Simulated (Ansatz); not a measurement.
Nb (Im-3m) under several functionals

**The experiment to reproduce.**

From “On the preparation and electronic properties of clean superconducting Nb(110) surfaces”, 2019, arxiv:1906.07796, for a bulk crystal of Nb: lattice constant a 3.296 Å.

Plane-wave DFT in Ansatz with scalar-relativistic PAW potentials. The same structure was relaxed (cell and atoms, symmetry kept) in separate runs at each level. No spin polarisation.

```tsv
level	cutoff (eV)	k mesh	V (Å³/atom)	a (Å)
PBE+D3(BJ)	420	18×18×18	17.430	3.267
r2SCAN	500	18×18×18	18.043	3.305
PBE	420	18×18×18	18.153	3.311
```

Question: Where does PBEsol (420 eV, k mesh 18×18×18) fall?

Answer: V (Å³/atom) 17.517, a (Å) 3.272. Its volume is between those of PBE+D3(BJ) and r2SCAN. The usual order of volumes, PBEsol < PBE, holds here (17.517, 18.153 Å³/atom). As a rule PBEsol, built on the gradient expansion of slowly varying densities, lies between LDA and PBE; PBE's stronger gradient term for exchange weakens bonds. Adding D3 to PBE changes the volume by -4.0 %; the term is attractive, so it pulls cells in. In metals the pairwise form ignores screening by the conduction electrons and often pulls in too far. r2SCAN lies 0.6 % under PBE in volume.

For PBE: Measured lattice constant a of Nb: 3.296 Å (quoted in “On the preparation and electronic properties of clean superconducting Nb(110) surfaces”, 2019, arxiv:1906.07796). This calculation gives 3.311 Å (+0.5 %). The calculations are for 0 K without zero-point motion.